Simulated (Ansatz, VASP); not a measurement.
## Nb: VASP beside Ansatz

```
Nb
1.0
     2.83250    0.00000    0.00000
    -1.41625    2.45302    0.00000
     0.00000    0.00000    5.18862
Nb
2
Direct
  0.33333 0.66667 0.25000
  0.66667 0.33333 0.75000
```

Alike in both runs: functional PBEsol; k mesh 18 × 18 × 8; occupations gaussian, width 0.1 eV; no spin polarisation.

Ansatz relaxed the structure, and its values are those at the end. VASP's run is a single point on that final structure, the one shown.

```csv
,VASP,Ansatz
version,VASP 6.6.1,Ansatz 0.2.0
potentials or method,"VASP PAW PBE potentials, release 64 (Nb_sv)","scalar-relativistic, plane waves, PAW"
plane-wave cutoff (eV),520,420
valence electrons in the cell,26,26
```

Ansatz gave:

- gap on the k mesh at the Fermi level (eV): none
- pressure (GPa): 0.0

Problem. Estimate VASP's values.

Solution. gap on the k mesh at the Fermi level (eV): none; pressure (GPa): -0.3.

A gap of «none» marks a metal or a gap that the smearing closes.

Caveats: the PAW data sets were made with another functional, which shifts forces and pressure a little (VASP).
